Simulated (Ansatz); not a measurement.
# Ge (I4/mmm) in Ansatz: further runs

Runs on Ge. Level: PBE. Tasks: single point.

Program: Ansatz 0.2.0. These are calculated values, not measurements. Logs are shortened: lines on timing, memory, paths and dates and some standing lists are left out, and cuts for length are marked.

### Step 1. Starting point

It takes space group I4/mmm (No. 139, tetragonal). Conventional cell: a = 3.217 Å, b = 3.217 Å, c = 3.746 Å, α = 90.00°, β = 90.00°, γ = 90.00°. Around Ge (site symmetry 4/mmm) lie 12 Ge at 2.95 to 3.22 Å.

The cell was built by a generator and needn't be a form met in nature.

### Step 2. Single point, PBE

Input file input.yaml:

```yaml
crystal:
  lattice:
    - [-1.60842, 1.60842, 1.87318]
    - [1.60842, -1.60842, 1.87318]
    - [1.60842, 1.60842, -1.87318]
  atoms:
    - { symbol: Ge, position: [0.5, 0.5, 0.0] }
hamiltonian:
  xc: pbe
  pseudopotentials: { kind: paw }
kpoints:
  mp_grid: { grid: [12, 12, 12] }
scf:
  occupations: { method: gaussian, width: 0.019 }
output:
  forces: true
  stress: true
  eigenvalues: true
  write_density: true
  write_potential: true
  elf: true
  volumetric_format: npy
```

Potentials or basis: Ansatz PAW.

Command:

```bash
$ ansatz run input.yaml --threads 2 --pin off --max-ram 5632MiB --backend cpu --events-out ev --progress --plain --runs-dir out
```

What it wrote:

```text
Warning: RAYON_NUM_THREADS=2 ignored (pool sized by the plan → 2); use --threads N
Engine: ansatz 0.2.0, x86_64-unknown-linux-gnu
Pseudopotentials: kind: paw
Pseudopotential: Ge, paw, valence charge 14, recommended cutoff 420 eV (normal), Ge.paw.azcp
Functional definition: PBE
  parameter kappa = 0.804
  parameter beta = 0.06672455060314922
  exchange = pbe_x(kappa = kappa, mu = beta*pi^2/3)
  correlation = pbe_c(beta = beta)
Crystal: 1 atoms, lattice volume = 19.384 Å³
Basis set: ecut = 420 eV, 363 PW (Γ), exchange–correlation on 40×40×40 points (8 copies of the dense FFT grid, shifted against one another)
Bands: 11, of which v1, the nominal top of the filled ones, is band 7 counted from 1 (6 counted from 0)
Symmetry: 16 space group operations
Space group: I4/mmm (ITA 139), of the structure as read, at distance tolerance 2.7e-5 Å
k-points: 163 of 1728
Non-local potential: Ge, projectors of the file, l = 0: 2, l = 1: 2, l = 2: 3, l = 3: 1
PAW form: soft (Blöchl's): semilocal exchange-correlation on the pseudo side does not see the compensation charge
PAW one-centre angular grid: Ge, 590 points (default); XC on 64 Gauss nodes
Initial density: superposition of atomic densities (neutral atoms: chi_scale 0, normalization atom), corrected by the library's trained network
Initial wavefunctions: pseudopotential atomic-orbital guess
Functional: x = pbe(κ = 0.804, μ = 0.2195149727645171), c = pbe(β = 0.06672455060314922)
SCF iter   1: F=—  HF=-4294.649774 eV  |F-HF|=—  |Δ(HF+E_count)|=         —  Δρ=1.45e-3  dr2=3.18e-4  ethr=1.77e-3  ⟨swp⟩=6.0  Hψ=10320  notcnv=0
preconditioner: auto → none  [insulator: Δε(μ)=0.030 eV  Ē_g=26.896 eV  σ=0.019 eV  W_gap=0.60  n_scr=8 (ndim 8)  ℏωp=31.6 eV  f_vac=0.000  D(μ)=0.32/eV (n_scr^D=0)  ε∞_Penn≈2.4]
SCF iter   2: F=—  HF=-4294.649585 eV  |F-HF|=—  |Δ(HF+E_count)|=   1.88e-4  Δρ=7.63e-4  dr2=6.02e-5  ethr=2.27e-6  ⟨swp⟩=2.7  Hψ=4408  notcnv=0  defer=3
SCF iter   3: F=—  HF=-4294.649586 eV  |F-HF|=—  |Δ(HF+E_count)|=   1.05e-6  Δρ=1.79e-4  dr2=4.98e-6  ethr=4.30e-7  ⟨swp⟩=2.1  Hψ=2642  notcnv=0  defer=3
SCF iter   4: F=—  HF=-4294.649584 eV  |F-HF|=—  |Δ(HF+E_count)|=   2.15e-6  Δρ=3.48e-5  dr2=1.28e-7  ethr=3.56e-8  ⟨swp⟩=2.0  Hψ=2884  notcnv=0  defer=3
iter 5 did not close the SCF: its close was put off for the readings that it lacked (scf_convergence_deferred on its scf_iter line)
SCF iter   5: F=-4294.649584 eV  HF=-4294.649584 eV  |F-HF|=2.15e-8  |Δ(HF+E_count)|=   1.83e-8  Δρ=9.57e-6  dr2=1.13e-8  ethr=9.15e-10  ⟨swp⟩=2.0  Hψ=2886  notcnv=0  defer=3
SCF iter   6: F=-4294.649584 eV  HF=-4294.649584 eV  |F-HF|=2.41e-9  |Δ(HF+E_count)|=   7.43e-9  Δρ=2.48e-6  dr2=1.11e-9  ethr=8.07e-11  ⟨swp⟩=4.6  Hψ=8383  notcnv=0
SCF 1 converged in 6 iterations: F = -4294.649584 eV  dr2 = 1.11e-9
SCF converged after 6 iterations
Free energy (F): -4294.649584 eV
Harris-Foulkes:  -4294.649584 eV  (|F-HF|=2.41e-9)
Internal energy: -4294.649526 eV  (E = F + TS)
E sigma→0 (E₀):  -4294.649555 eV
Entropy (-TS):   -0.000058 eV (-0.058 meV/atom)
Fermi energy:    10.804301 eV
--- Per-component energies (eV) ---
  E_band       = -117.897147
  E_kinetic    = 109.922352
  E_local      = -2148.866890  (includes V_loc(G=0)·N_el)
  E_nonlocal   = 414.694177
  E_hartree    = 938.052820
  E_xc         = -75.536226
  E_vxc        = -64.406619  (∫ρ·V_xc dr)
  E_paw        = -2015.748656  (= ΣΔE_a)
  E_vpaw       = -305.348083  (= ΣTr[D̂ρ^β])
  E_aug_tail   = 0.000324  (compensation charges beyond the density's cutoff)
  E_ewald      = -1517.167428
  E_smearing   = -0.000058  (= −TS)
  E_closure    = -0.000000  (closes the sum)
  Σ components = -4294.649584   (vs F -4294.649584, Δ=0.00e0)
--- Forces (eV/Å), atoms counted from 1 ---
  atom   1  Ge     0.00000000    -0.00000000     0.00000000
  max |Σ_I F_I| component: 2.47e-32 eV/Å
--- Stress (GPa, compression-positive) ---
        0.527445      -0.000000       0.000000
       -0.000000       0.527445       0.000000
        0.000000       0.000000       1.488962
  P = ⅓ Tr σ = 0.8480 GPa (8.480 kbar)
--- Band table (eV; the first three rows and the last of 163) ---
  k-point 0: bands = ["-14.0089", "-14.0089", "-13.9905", "-13.9571", "-13.9199", "-2.2309", "19.3170", "19.6188", "19.6188", "24.5418", "24.5418"]
  k-point 1: bands = ["-14.0115", "-14.0002", "-13.9898", "-13.9551", "-13.9211", "-2.0320", "18.5082", "18.6609", "19.1111", "23.1591", "25.0309"]
  k-point 2: bands = ["-14.0185", "-13.9896", "-13.9763", "-13.9495", "-13.9233", "-1.4355", "16.3485", "17.0612", "18.0427", "21.5415", "22.3084"]
  k-point 162: bands = ["-14.0370", "-14.0146", "-13.9093", "-13.8870", "-13.8870", "7.1874", "8.3182", "11.4911", "11.4911", "15.2170", "15.9960"]
```

rho_z.tsv:

```text
# z_ang	rho[e/angstrom^3]
# format = ansatz-planar-average/11
# lattice	-1.608420000	1.608420000	1.873180000
# lattice	1.608420000	-1.608420000	1.873180000
# lattice	1.608420000	1.608420000	-1.873180000
# sites	1
# site	32	0.000000000	0.000000000	1.873180000
0.000000	2.209063e0
0.147333	1.959166e0
0.294666	1.401600e0
0.442000	8.760338e-1
0.589333	5.410104e-1
0.736666	3.659563e-1
[... 12 lines left out ...]
2.651998	1.401600e0
2.799332	1.959166e0
```

v_z.tsv:

```text
# z_ang	v_es[eV]	v_tot[eV]
# format = ansatz-planar-average/11
# xc	pbe
# density_cutoff_ev	1680
# datasets	Ge=:simpson_from_first_knot:soft
# lattice	-1.608420000	1.608420000	1.873180000
# lattice	1.608420000	-1.608420000	1.873180000
# lattice	1.608420000	1.608420000	-1.873180000
# sites	1
# site	32	0.000000000	0.000000000	1.873180000
0.000000	6.988138e-2	-1.184964e1
0.147333	3.175871e-1	-1.153964e1
0.294666	1.031002e0	-1.063181e1
0.442000	2.127448e0	-9.207598e0
0.589333	3.499632e0	-7.395229e0
0.736666	5.061540e0	-5.346316e0
[... 12 lines left out ...]
2.651998	1.031002e0	-1.063181e1
2.799332	3.175871e-1	-1.153964e1
```

Run time: 0.73 s. Hardware: 2 threads of Intel Xeon 6975P-C (Granite Rapids), shared host; peak memory 0.36 GiB.

Results:

| Property | Result |
| --- | --- |
| Free energy | -4294.6496 eV |
| Pressure | 0.8 GPa |
| Band gap on the k mesh | none (metal or under the smearing width) |

### Step 3. Single point, PBE

input.yaml: that of step 2 with these lines changed.

```diff
@@ -13,3 +13,3 @@
 scf:
-  occupations: { method: gaussian, width: 0.019 }
+  occupations: { method: gaussian, width: 0.02 }
 output:
```

Potentials or basis: Ansatz PAW.

Command:

```bash
$ ansatz run input.yaml --threads 2 --pin off --max-ram 5632MiB --backend cpu --events-out ev --progress --plain --runs-dir out
```

What it wrote:

```text
Warning: RAYON_NUM_THREADS=2 ignored (pool sized by the plan → 2); use --threads N
Engine: ansatz 0.2.0, x86_64-unknown-linux-gnu
Pseudopotentials: kind: paw
Pseudopotential: Ge, paw, valence charge 14, recommended cutoff 420 eV (normal), Ge.paw.azcp
Functional definition: PBE
  parameter kappa = 0.804
  parameter beta = 0.06672455060314922
  exchange = pbe_x(kappa = kappa, mu = beta*pi^2/3)
  correlation = pbe_c(beta = beta)
Crystal: 1 atoms, lattice volume = 19.384 Å³
Basis set: ecut = 420 eV, 363 PW (Γ), exchange–correlation on 40×40×40 points (8 copies of the dense FFT grid, shifted against one another)
Bands: 11, of which v1, the nominal top of the filled ones, is band 7 counted from 1 (6 counted from 0)
Symmetry: 16 space group operations
Space group: I4/mmm (ITA 139), of the structure as read, at distance tolerance 2.7e-5 Å
k-points: 163 of 1728
Non-local potential: Ge, projectors of the file, l = 0: 2, l = 1: 2, l = 2: 3, l = 3: 1
PAW form: soft (Blöchl's): semilocal exchange-correlation on the pseudo side does not see the compensation charge
PAW one-centre angular grid: Ge, 590 points (default); XC on 64 Gauss nodes
Initial density: superposition of atomic densities (neutral atoms: chi_scale 0, normalization atom), corrected by the library's trained network
Initial wavefunctions: pseudopotential atomic-orbital guess
Functional: x = pbe(κ = 0.804, μ = 0.2195149727645171), c = pbe(β = 0.06672455060314922)
SCF iter   1: F=—  HF=-4294.649777 eV  |F-HF|=—  |Δ(HF+E_count)|=         —  Δρ=1.45e-3  dr2=3.18e-4  ethr=1.77e-3  ⟨swp⟩=6.0  Hψ=10362  notcnv=0
preconditioner: auto → none  [insulator: Δε(μ)=0.030 eV  Ē_g=26.896 eV  σ=0.020 eV  W_gap=0.59  n_scr=8 (ndim 8)  ℏωp=31.6 eV  f_vac=0.000  D(μ)=0.31/eV (n_scr^D=0)  ε∞_Penn≈2.4]
SCF iter   2: F=—  HF=-4294.649588 eV  |F-HF|=—  |Δ(HF+E_count)|=   1.88e-4  Δρ=7.62e-4  dr2=6.02e-5  ethr=2.27e-6  ⟨swp⟩=2.7  Hψ=4361  notcnv=0  defer=3
SCF iter   3: F=—  HF=-4294.649589 eV  |F-HF|=—  |Δ(HF+E_count)|=   7.64e-7  Δρ=1.80e-4  dr2=4.99e-6  ethr=4.30e-7  ⟨swp⟩=2.0  Hψ=2648  notcnv=0  defer=3
SCF iter   4: F=—  HF=-4294.649587 eV  |F-HF|=—  |Δ(HF+E_count)|=   2.13e-6  Δρ=3.49e-5  dr2=1.29e-7  ethr=3.56e-8  ⟨swp⟩=2.0  Hψ=2884  notcnv=0  defer=3
iter 5 did not close the SCF: its close was put off for the readings that it lacked (scf_convergence_deferred on its scf_iter line)
SCF iter   5: F=-4294.649587 eV  HF=-4294.649587 eV  |F-HF|=2.13e-8  |Δ(HF+E_count)|=   1.83e-8  Δρ=9.56e-6  dr2=1.12e-8  ethr=9.19e-10  ⟨swp⟩=2.0  Hψ=2886  notcnv=0  defer=3
SCF iter   6: F=-4294.649587 eV  HF=-4294.649587 eV  |F-HF|=2.38e-9  |Δ(HF+E_count)|=   7.34e-9  Δρ=2.47e-6  dr2=1.10e-9  ethr=8.02e-11  ⟨swp⟩=4.6  Hψ=8384  notcnv=0
SCF 1 converged in 6 iterations: F = -4294.649587 eV  dr2 = 1.10e-9
SCF converged after 6 iterations
Free energy (F): -4294.649587 eV
Harris-Foulkes:  -4294.649587 eV  (|F-HF|=2.38e-9)
Internal energy: -4294.649524 eV  (E = F + TS)
E sigma→0 (E₀):  -4294.649555 eV
Entropy (-TS):   -0.000063 eV (-0.063 meV/atom)
Fermi energy:    10.804537 eV
--- Per-component energies (eV) ---
  E_band       = -117.897481
  E_kinetic    = 109.922237
  E_local      = -2148.866668  (includes V_loc(G=0)·N_el)
  E_nonlocal   = 414.694370
  E_hartree    = 938.052705
  E_xc         = -75.536127
  E_vxc        = -64.406506  (∫ρ·V_xc dr)
  E_paw        = -2015.748937  (= ΣΔE_a)
  E_vpaw       = -305.348588  (= ΣTr[D̂ρ^β])
  E_aug_tail   = 0.000324  (compensation charges beyond the density's cutoff)
  E_ewald      = -1517.167428
  E_smearing   = -0.000063  (= −TS)
  E_closure    = 0.000000  (closes the sum)
  Σ components = -4294.649587   (vs F -4294.649587, Δ=0.00e0)
--- Forces (eV/Å), atoms counted from 1 ---
  atom   1  Ge     0.00000000    -0.00000000     0.00000000
  max |Σ_I F_I| component: 3.16e-30 eV/Å
--- Stress (GPa, compression-positive) ---
        0.526616       0.000000       0.000000
        0.000000       0.526616      -0.000000
        0.000000       0.000000       1.486589
  P = ⅓ Tr σ = 0.8466 GPa (8.466 kbar)
--- Band table (eV; the first three rows and the last of 163) ---
  k-point 0: bands = ["-14.0089", "-14.0089", "-13.9905", "-13.9571", "-13.9199", "-2.2309", "19.3170", "19.6188", "19.6188", "24.5418", "24.5418"]
  k-point 1: bands = ["-14.0115", "-14.0002", "-13.9899", "-13.9551", "-13.9211", "-2.0320", "18.5081", "18.6609", "19.1111", "23.1591", "25.0309"]
  k-point 2: bands = ["-14.0186", "-13.9897", "-13.9763", "-13.9495", "-13.9233", "-1.4355", "16.3485", "17.0612", "18.0426", "21.5415", "22.3084"]
  k-point 162: bands = ["-14.0370", "-14.0146", "-13.9093", "-13.8870", "-13.8870", "7.1874", "8.3182", "11.4911", "11.4911", "15.2170", "15.9960"]
```

rho_z.tsv:

```text
# z_ang	rho[e/angstrom^3]
# format = ansatz-planar-average/11
# lattice	-1.608420000	1.608420000	1.873180000
# lattice	1.608420000	-1.608420000	1.873180000
# lattice	1.608420000	1.608420000	-1.873180000
# sites	1
# site	32	0.000000000	0.000000000	1.873180000
0.000000	2.209063e0
0.147333	1.959165e0
0.294666	1.401600e0
0.442000	8.760334e-1
0.589333	5.410101e-1
0.736666	3.659561e-1
[... 12 lines left out ...]
2.651998	1.401600e0
2.799332	1.959165e0
```

Run time: 0.74 s. Hardware: 2 threads of Intel Xeon 6975P-C (Granite Rapids), shared host; peak memory 0.36 GiB.

Results:

```yaml
Free_energy: -4294.6496 eV
Pressure: 0.8 GPa
Band_gap_on_the_k_mesh: none (metal or under the smearing width)
```

Levels at points of the mesh, in eV from the Fermi level:
| k point | band 4 | band 5 | band 6 | band 7 | band 8 | band 9 | band 10 | band 11 |
| --- | --- | --- | --- | --- | --- | --- | --- | --- |
| (0.00, 0.00, 0.00) | -24.76 | -24.72 | -13.04 | 8.51 | 8.81 | 8.81 | 13.74 | 13.74 |
| (0.00, 0.00, -0.50) | -24.72 | -24.68 | -6.74 | -4.86 | 3.09 | 4.57 | 7.66 | 7.80 |
| (0.00, -0.50, 0.00) | -24.73 | -24.69 | -7.81 | -5.40 | 5.04 | 7.27 | 10.22 | 10.61 |
| (-0.50, -0.50, -0.50) | -24.69 | -24.69 | -3.62 | -2.49 | 0.69 | 0.69 | 4.41 | 5.19 |

(Part 1 of 2 ends here.)
